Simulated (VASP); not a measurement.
The system is C, a slab with vacuum.

```
CELL_PARAMETERS angstrom
2.45617 0.00000 0.00000
-1.22809 2.12711 0.00000
0.00000 0.00000 8.52380
ATOMIC_POSITIONS crystal
C 0.66667 0.33333 0.00000
C 0.33333 0.66667 0.00000
```

```yaml
Program: VASP 6.6.1
Task: single point
Functional: PBE
Potentials_or_basis: VASP PAW PBE potentials, release 64 (C)
Cutoff: 520 eV
k_mesh: 12 × 12 × 3
Occupations: fermi-dirac, width 0.05 eV
Spin: no spin polarisation
```

On this cell: largest force under 0.003 eV/Å; band gap on the k mesh none (metal or under the smearing width).

The same run follows on a disturbed copy (atoms moved at random, drawn with an rms of 0.05 Å):

```
CELL_PARAMETERS angstrom
2.45617 0.00000 0.00000
-1.22809 2.12711 0.00000
0.00000 0.00000 8.52380
ATOMIC_POSITIONS crystal
C 0.65630 0.33472 0.99940
C 0.32410 0.66274 0.99900
```

What does the disturbed cell give?

The energy (extrapolated to zero smearing) moves by +2.3 meV/atom; largest force 0.704 eV/Å; band gap on the k mesh 0.20 eV, direct.

Forces in eV/Å, atoms in the order of the input:
```
C    0.454 -0.535 -0.058
C   -0.454  0.535  0.058
```

A k mesh can miss the band edges.
